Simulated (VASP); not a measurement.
A run of VASP 6.6.1 is set up as follows.

INCAR

```
PREC     = Accurate       # precision mode
ENCUT    = 520            # plane-wave cutoff, eV
EDIFF    = 1E-7           # SCF threshold, eV
ISMEAR   = 0              # smearing method
SIGMA    = 0.1            # smearing width, eV
LREAL    = False          # projectors in reciprocal space
LASPH    = True           # aspherical terms in the spheres
NELM     = 100            # most SCF steps
ALGO     = Fast           # electronic algorithm
ISIF     = 2              # what is computed and relaxed
LWAVE    = False          # write WAVECAR
LCHARG   = True           # write CHGCAR
GGA      = PE             # functional
LELF     = True           # ELF
LVHAR    = True         
NBANDS   = 28             # bands
```

The input KPOINTS:

```
regular mesh
0
Gamma
  12 12 10
```

File POSCAR:

```
SnO
1.0
    3.9378454600      0.0000000000      0.0000000000
    0.0000000000      3.9378454600      0.0000000000
    0.0000000000      0.0000000000      4.5735502800
Sn O
2 2
Direct
    0.0000000000      0.5000000000      0.2502449971
    0.5000000000      0.0000000000      0.7894851880
    0.0000000000      0.0000000000     -0.0198650926
    0.5000000000      0.5000000000     -0.0198650926
```

Potentials or basis: VASP PAW PBE potentials, release 64 (Sn_d, O).

Run with:

```console
$ cat potpaw_PBE.64/Sn_d/POTCAR potpaw_PBE.64/O/POTCAR > POTCAR
$ mpirun -np 1 vasp_std > vasp.out
```

(1) What does it give for the largest force?

(2) Predict the band gap on the k mesh.

(3) Estimate the pressure.

Results:

(1) 2.425 eV/Å.

(2) 0.57 eV, indirect (least direct gap 1.30 eV).

(3) 4.2 GPa.

Caveat: spin-orbit coupling is left out, which moves the levels of the heavy elements; forces of over 1 eV/Å show positions far from the minimum, so gaps and moduli don't describe the material at rest.
